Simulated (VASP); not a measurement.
Wanted: the native input for a VASP 6.6.1 run.

| Quantity | Value |
| --- | --- |
| Task | relaxation of cell and atoms |
| Functional | PBE |
| Potentials or basis | VASP PAW PBE potentials, release 64 (K_sv_GW, F_GW) |
| Cutoff | 900 eV |
| k mesh | 8 × 8 × 8 |
| Occupations | fermi-dirac, width 0.05 eV |
| Spin | no spin polarisation |
| Further INCAR settings | ALGO = Normal; EDIFF = 1e-07; IBRION = 2; EDIFFG = -0.02; NSW = 60; ISIF = 3 |

The structure of KF lies in POSCAR:

```
KF
1.0
    0.0000000000      2.9763500000      2.9763500000
    2.9763500000      0.0000000000      2.9763500000
    2.9763500000      2.9763500000      0.0000000000
K F
1 1
Direct
    0.7500000000      0.7500000000      0.7500000000
    0.5000000000      0.5000000000      0.5000000000
```

The cell was built by a generator and needn't be a form met in nature.

One way to write it, as run:

INCAR

```
SYSTEM = KF
ALGO = Normal
EDIFF = 1E-7
EDIFFG = -0.02
ENCUT = 900
GGA = PE
IBRION = 2
ISIF = 3
ISMEAR = -1
LASPH = .TRUE.
LCHARG = .FALSE.
LREAL = .FALSE.
LWAVE = .FALSE.
NELM = 80
NSW = 60
PREC = Accurate
SIGMA = 0.05
```

KPOINTS

```
k-points
0
G
  8 8 8
  0 0 0
```

Potentials or basis: VASP PAW PBE potentials, release 64 (K_sv_GW, F_GW).

The run is started by

```sh
$ cat potpaw_PBE.64/K_sv_GW/POTCAR potpaw_PBE.64/F_GW/POTCAR > POTCAR
$ mpirun -np 1 vasp_std > vasp.out
```

It gave:

| Item | Value |
| --- | --- |
| Pressure after relaxing | -0.1 GPa |
| Band gap on the k mesh | 5.06 eV, indirect (least direct gap 5.24 eV) |

Caveat: the relaxation stopped at its first step, so nothing moved.

Wall time 52 s on 1 thread of Intel(R) Xeon(R) Platinum 8259CL CPU @ 2.50GHz (Skylake/Cascade Lake), with other jobs on the host, peak memory 0.28 GiB.
